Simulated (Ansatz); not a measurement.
Task: a comparison of enthalpies under pressure of two structures of Te, with Ansatz's Python interface. Give the script and its output. Settings (first run): PBE, PAW, cutoff 435 eV, 6×6×3 k-points, Fermi-Dirac smearing of 0.05 eV, D3BJ dispersion.

The script, `transition_te.py`:
```python
"""Enthalpies of two structures of Te under pressure."""

import ansatz as az
import numpy as np
import pandas as pd


def hcp(first, a):
    return (
        az.Lattice.from_parameters(a, a, 1.633 * a, alpha=90, beta=90, gamma=120)
        .space_group(194)
        .atom(first, [1 / 3, 2 / 3, 0.25])
    )


def diamond(a_site, a):
    return (
        az.Lattice.fcc(a)
        .space_group(227, origin_choice=1)
        .atom(a_site, [0, 0, 0])
        .primitive()
    )


def run_phase(name, crystal, pressure=0.0):
    calc = (
        crystal.calculation()
        .scf(tolerance=1e-09)
        .functional("PBE", dispersion="d3bj")
        .initial_density(normalization="atom")
        .basis(16 * az.Ha)
        .kpoints(spacing=0.39)
        .occupations("fermi_dirac", width=0.05)
    )
    calc = calc.relax(force_tolerance=0.01, cell=True, pressure=pressure)
    return calc.run(threads=1)


def volume_per_atom(outcome):
    return abs(np.linalg.det(outcome.lattice.cell_ang)) / len(outcome.lattice.sites)

phases = {}
phases["hcp"] = hcp("Te", 3.33)
phases["diamond"] = diamond("Te", 6.47)

# H = E + PV, with 1 eV per cubic angstrom equal to 160.2 GPa
pressures = [0, 5, 10, 20]
enthalpy, volume = {name: [] for name in phases}, {name: [] for name in phases}
for p in pressures:
    for name, crystal in phases.items():
        o = run_phase(name, crystal, pressure=p)
        volume[name].append(volume_per_atom(o))
        enthalpy[name].append(o.report["energy_sigma0_ev"] / len(o.lattice.sites) + p * volume[name][-1] / 160.21766)
gap = np.array(enthalpy["diamond"]) - np.array(enthalpy["hcp"])
rows = [(p, va, vb, 1000 * d) for p, va, vb, d in zip(pressures, volume["hcp"], volume["diamond"], gap)]
print(pd.DataFrame(rows, columns=["P (GPa)", "V hcp (A^3/atom)", "V diamond (A^3/atom)", "H(diamond) - H(hcp) (meV/atom)"]).round(4).to_string(index=False))
crossings = [p0 - g0 * (p1 - p0) / (g1 - g0) for p0, p1, g0, g1 in zip(pressures, pressures[1:], gap, gap[1:]) if g0 * g1 < 0]
print("crossing near", [round(float(p), 1) for p in crossings], "GPa") if crossings else print("no crossing in this range")
```

```console
$ python transition_te.py
DeckWarning: relax.cell: scf.convergence.dr2_threshold = 1e-9 eV is looser than the 2e-10 eV advised for a relaxation that steers and ends on the stress (1e-10 eV for each atom of the cell: 2). What an SCF threshold leaves in a stress goes as its square root, [...]
 P (GPa)  V hcp (A^3/atom)  V diamond (A^3/atom)  H(diamond) - H(hcp) (meV/atom)
       0           28.6490               44.1933                        385.4953
       5           25.9228               38.9780                        823.9780
      10           23.8546               35.8635                       1170.3418
      20           21.9558               31.9271                       1850.0927
no crossing in this range
```
(Warnings from the package without file and line, shortened.)

Reading the output:
- The settings weren't tested for convergence.
- At a fixed pressure a relaxation lowers the enthalpy F + PV, while F alone can rise.
- Dispersion corrections can be off by several per cent in the lattices of metals, and by several GPa in the pressure at a fixed cell.
- For the metals among these phases the mesh is modest: differences between phases can be off by up to 40 meV an atom.
- Only these two structures are compared, at zero temperature and with their symmetry kept; either may be hypothetical, and another phase may be lower than both. Differences under about 40 meV an atom lie within the error of mesh and functional.
- The cells are prototypes set up for this calculation and needn't exist.
- Run time: 51 s on 1 thread of Arm Neoverse V2, on a shared host, peak memory 0.44 GiB.
